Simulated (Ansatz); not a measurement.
A plane-wave DFT run in Ansatz 0.2.0 (scalar-relativistic PAW potentials unless the input names others): input and command.

```yaml
crystal:
  lattice:
    - [-2.6895239996, 0.0, 0.0]
    - [-1.3447619998, -2.3291961078, 0.0]
    - [0.0, 0.0, 13.2557628472]
  atoms:
    - { symbol: Ru, position: [0.3333333333, 0.3333333333, 0.882106548] }
    - { symbol: Ru, position: [0.3333333333, 0.3333333333, 0.2405861771] }
    - { symbol: Ru, position: [0.3333333333, 0.3333333333, 0.5613463625] }
    - { symbol: Ru, position: [0.6666666667, 0.6666666667, 0.0802060844] }
    - { symbol: Ru, position: [0.6666666667, 0.6666666667, 0.4009662698] }
    - { symbol: Ru, position: [0.6666666667, 0.6666666667, 0.7217264553] }
basis:
  ecutwfc: 420
  ecutrho_ratio: 4
kpoints:
  mp_grid: { grid: [25, 25, 5] }
hamiltonian:
  xc: pbesol
scf:
  occupations: { method: gaussian, width: 0.15 }
  lower_state_search: "off"
output:
  forces: true
  eigenvalues: true
  stress: true
```

```bash
ansatz run input.yaml --threads 2 --pin off --max-ram 5120MiB --backend cpu --events-out ev --progress --plain --runs-dir out
```

Abridged log:
```
Basis set: ecut = 420 eV, 1671 PW (Γ), exchange–correlation on 36×36×180 points (8 copies of the dense FFT grid, shifted against one another)
Bands: 58, of which v1, the nominal top of the filled ones, is band 48 counted from 1 (47 counted from 0)
Symmetry: 12 space group operations
k-points: 299 of 3125
SCF iter   1: F=—  HF=-34898.566873 eV  |F-HF|=—  |Δ(HF+E_count)|=         —  Δρ=2.47e-2  dr2=6.01e0  ethr=1.77e-3  ⟨swp⟩=5.0  Hψ=54541  notcnv=0
SCF iter   2: F=—  HF=-34898.494390 eV  |F-HF|=—  |Δ(HF+E_count)|=   7.25e-2  Δρ=1.22e-2  dr2=2.10e0  ethr=1.77e-3  ⟨swp⟩=1.0  Hψ=20033  notcnv=0
SCF iter   3: F=—  HF=-34898.458901 eV  |F-HF|=—  |Δ(HF+E_count)|=   3.55e-2  Δρ=2.01e-3  dr2=7.56e-2  ethr=1.77e-3  ⟨swp⟩=1.0  Hψ=16753  notcnv=0
SCF iter   4: F=—  HF=-34898.455951 eV  |F-HF|=—  |Δ(HF+E_count)|=   2.95e-3  Δρ=5.00e-4  dr2=2.38e-3  ethr=7.87e-5  ⟨swp⟩=1.0  Hψ=16777  notcnv=0
SCF iter   5: F=—  HF=-34898.455907 eV  |F-HF|=—  |Δ(HF+E_count)|=   4.37e-5  Δρ=1.35e-4  dr2=1.74e-5  ethr=2.48e-6  ⟨swp⟩=1.2  Hψ=16872  notcnv=0
SCF iter   6: F=—  HF=-34898.455894 eV  |F-HF|=—  |Δ(HF+E_count)|=   1.31e-5  Δρ=4.10e-5  dr2=2.50e-6  ethr=1.81e-8  ⟨swp⟩=2.0  Hψ=31394  notcnv=0  defer=87
SCF iter   7: F=—  HF=-34898.455893 eV  |F-HF|=—  |Δ(HF+E_count)|=   2.93e-7  Δρ=1.39e-5  dr2=4.87e-7  ethr=2.60e-9  ⟨swp⟩=2.1  Hψ=24331  notcnv=0  defer=89
SCF iter   8: F=-34898.455893 eV  HF=-34898.455893 eV  |F-HF|=3.40e-8  |Δ(HF+E_count)|=   3.48e-8  Δρ=3.05e-6  dr2=3.76e-8  ethr=1.04e-10  ⟨swp⟩=7.4  Hψ=59788  notcnv=0
SCF 1 converged in 8 iterations: F = -34898.455893 eV  dr2 = 3.76e-8
SCF converged after 8 iterations
Free energy (F): -34898.455893 eV
Harris-Foulkes:  -34898.455893 eV  (|F-HF|=3.40e-8)
Internal energy: -34898.398421 eV  (E = F + TS)
E sigma→0 (E₀):  -34898.427157 eV
Entropy (-TS):   -0.057472 eV (-9.579 meV/atom)
Fermi energy:    22.870428 eV
--- Forces (eV/Å), atoms counted from 1 ---
  atom   1  Ru     0.00000000     0.00000000     0.90765399
  atom   2  Ru     0.00000000     0.00000000    -0.61308066
  atom   3  Ru     0.00000000     0.00000000     0.33142307
  atom   4  Ru     0.00000000     0.00000000    -0.90765399
  atom   5  Ru     0.00000000     0.00000000    -0.33142307
  atom   6  Ru     0.00000000     0.00000000     0.61308066
--- Stress (GPa, compression-positive) ---
       -3.792869       0.000000       0.000000
        0.000000      -3.792869       0.000000
        0.000000       0.000000     -14.630026
  P = ⅓ Tr σ = -7.4053 GPa (-74.053 kbar)
```

Apart from outputs and empty bands, the input differs from a reference run on usual settings in scf.lower_state_search: not typed → "off"; basis.ecutrho_ratio: not typed → 4. The reference, at the same geometry (not necessarily relaxed), gave pressure -7.41 GPa, largest force 0.908 eV/Å, no gap on the mesh. This run converged in 8 SCF iterations (reference: 8) with an energy at zero smearing within 0.01 meV/atom of the reference's, pressure -7.41 GPa, largest force 0.908 eV/Å, no gap on the mesh.

Time: 34 s on 2 threads of Arm Neoverse V2, with other jobs on the host, peak memory 1.1 GiB.